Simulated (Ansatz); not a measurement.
Wanted: the native input for an Ansatz 0.2.0 run.

```
Task                : density of states
Functional          : PBEsol
Potentials or basis : all-electron LAPW, scalar-relativistic
Cutoff              : 269 eV (chosen from the basis error)
Basis error allowed : 0.002 eV/atom
k mesh              : 9 × 9 × 9
Occupations         : fermi-dirac, width 0.05 eV
Spin                : collinear spin, ferromagnetic start
Starting moments    : [1.0, 0.0, 0.0] μB
```

The system is Si2Ni.

```
CELL_PARAMETERS angstrom
0.00000 2.70300 2.70300
2.70300 0.00000 2.70300
2.70300 2.70300 0.00000
ATOMIC_POSITIONS crystal
Ni 0.00000 0.00000 0.00000
Si 0.75000 0.75000 0.75000
Si 0.25000 0.25000 0.25000
```

The input as run:

input.yaml

```yaml
crystal:
  lattice:
    - [0.0, 2.703, 2.703]
    - [2.703, 0.0, 2.703]
    - [2.703, 2.703, 0.0]
  atoms:
    - { symbol: Ni, position: [0.0, 0.0, 0.0], spin: 1.0 }
    - { symbol: Si, position: [0.75, 0.75, 0.75] }
    - { symbol: Si, position: [0.25, 0.25, 0.25] }
kpoints:
  mp_grid: { grid: [9, 9, 9] }
scf:
  occupations: { method: fermi_dirac, width: 0.05 }
hamiltonian:
  xc: pbesol
  pseudopotentials: { kind: all_electron, lapw: { basis_error: 0.002 } }
magnetization:
  spin_polarized: true
output:
  forces: true
  stress: true
  eigenvalues: true
  dos: { projected: false, de: 0.2, e_range: [-10, 6] }
```

Potentials or basis: all-electron LAPW, scalar-relativistic.

The run is started by

```sh
$ ansatz run input.yaml --threads 4 --pin off --max-ram 12288MiB --backend cpu --events-out ev --progress --plain --runs-dir out
```

Results of the run:

- Pressure: -0.9 GPa
- Band gap on the k mesh: none (metal or under the smearing width)
- Net moment: 0.00 μB per cell
- Absolute moment: 0.00 μB per cell

Caveat: the density of states is complete only up to the lowest level of the last band computed; the starting moments weren't kept.

Run time: 12 s on 4 threads of AMD EPYC 7R43 64-Core Processor (Zen 3), with other jobs on the host, peak memory 0.47 GiB.
